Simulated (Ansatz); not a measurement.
Input and command of a plane-wave DFT calculation in Ansatz:

```yaml
crystal:
  lattice:
    - [0.0, 2.14139, 2.20661]
    - [2.14139, 0.0, 2.20661]
    - [2.14139, 2.14139, 0.0]
  atoms:
    - { symbol: Si, position: [0.0, 0.0, 0.0] }
    - { symbol: C, position: [0.75, 0.75, 0.75] }
basis:
  ecutwfc: 420
kpoints:
  mp_grid: { grid: [12, 12, 12] }
hamiltonian:
  xc: pbe
scf:
  occupations: { method: gaussian, width: 0.05 }
output:
  forces: true
  stress: true
  eigenvalues: true
```

```bash
ansatz run input.yaml --threads 1 --pin off --max-ram 2560MiB --backend cpu --events-out ev --progress --plain --runs-dir out
```

Processor: Arm Neoverse V1, 1 thread, on a host shared with other jobs.

Question: Estimate time, memory and problem size.

Answer: About 3 s on 1 thread of Arm Neoverse V1 (shared host), peak memory 0.3 GiB. It solves 8 bands at 163 k points (the mesh reduced by symmetry) with about 403 plane waves, in 6 SCF iterations.
